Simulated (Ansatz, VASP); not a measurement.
Two plane-wave programs on C

INCAR

```
  ALGO = Normal
  EDIFF = 1E-6
  ENCUT = 520
  GGA = PS
  ISIF = 2
  ISMEAR = -1
  LASPH = T
  LCHARG = T
  LELF = T
  LREAL = F
  LVHAR = T
  LWAVE = F
  NBANDS = 26
  NELM = 60
  PREC = Accurate
  SIGMA = 0.05
```

File KPOINTS:

```
k-points
0
Gamma
  12 12 4
```

The input POSCAR:

```
C
1.0
    2.5221000000      0.0000000000      0.0000000000
   -1.2610500000      2.1842026709      0.0000000000
    0.0000000000      0.0000000000      8.2371000000
C
8
Direct
    0.6666666667      0.3333333333      0.8437500000
    0.3333333333      0.6666666667      0.3437500000
    0.6666666667      0.3333333333      0.6562500000
    0.3333333333      0.6666666667      0.1562500000
    0.0000000000      0.0000000000      0.9062500000
    0.0000000000      0.0000000000      0.4062500000
    0.0000000000      0.0000000000      0.5937500000
    0.0000000000      0.0000000000      0.0937500000
```

File input.yaml:

```yaml
crystal:
  lattice:
    - [2.5221, 0.0, 0.0]
    - [-1.26105, 2.1842026709, 0.0]
    - [0.0, 0.0, 8.2371]
  atoms:
    - { symbol: C, position: [0.6666666667, 0.3333333333, 0.84375] }
    - { symbol: C, position: [0.3333333333, 0.6666666667, 0.34375] }
    - { symbol: C, position: [0.6666666667, 0.3333333333, 0.65625] }
    - { symbol: C, position: [0.3333333333, 0.6666666667, 0.15625] }
    - { symbol: C, position: [0.0, 0.0, 0.90625] }
    - { symbol: C, position: [0.0, 0.0, 0.40625] }
    - { symbol: C, position: [0.0, 0.0, 0.59375] }
    - { symbol: C, position: [0.0, 0.0, 0.09375] }
hamiltonian:
  xc: pbesol
  pseudopotentials: { kind: paw }
kpoints:
  mp_grid: { grid: [12, 12, 4] }
  band_path:
    path:
      - [[0.0, 0.0, 0.0], [0.5, 0.0, 0.0], [0.3333333333, 0.3333333333, 0.0], [0.0, 0.0, 0.0], [0.0, 0.0, 0.5], [0.5, 0.0, 0.5], [0.3333333333, 0.3333333333, 0.5], [0.0, 0.0, 0.5]]
      - [[0.5, 0.0, 0.5], [0.5, 0.0, 0.0]]
      - [[0.3333333333, 0.3333333333, 0.0], [0.3333333333, 0.3333333333, 0.5]]
    npoints: 10
scf:
  occupations: { method: fermi_dirac, width: 0.05 }
  n_extra_bands: 20
output:
  forces: true
  stress: true
  eigenvalues: true
  fatbands: true
```

This is a hexagonal form of diamond, not graphite.

Alike in both runs: functional PBEsol; k mesh 12 × 12 × 4; occupations fermi-dirac, width 0.05 eV; no spin polarisation.

|  | VASP | Ansatz |
| --- | --- | --- |
| version | VASP 6.6.1 | Ansatz 0.2.0 |
| potentials or method | VASP PAW PBE potentials, release 64 (C) | Ansatz PAW |
| plane-wave cutoff (eV) | 520 | 420 |
| valence electrons in the cell | 32 | 32 |
| task | single point | band structure |

```csv
,VASP,Ansatz,Ansatz less VASP
gap on the k mesh at the Fermi level (eV),4.27,4.28,+0.007
least direct gap on the mesh (eV),5.12,5.13,+0.004
pressure (GPa),-3.3,-4.3,-1.04
largest component of the traceless stress (GPa),8.30,8.29,-0.009
rms of the force components (eV/Å),0.189,0.189,-0.0003
```

Atom by atom the forces differ by 0.001 eV/Å (rms over components).

Caveats: the PAW data sets were made with another functional, which shifts forces and pressure a little (VASP); the pressure holds a Pulay correction of +1.0 GPa for the finite cutoff (Ansatz); the PAW data sets come from PBE, with cores solved anew for the run's functional, which leaves a small shift of forces and pressure (Ansatz). A k mesh can miss the band edges. A hybrid or GW would open this gap; PBEsol tends to underestimate it.
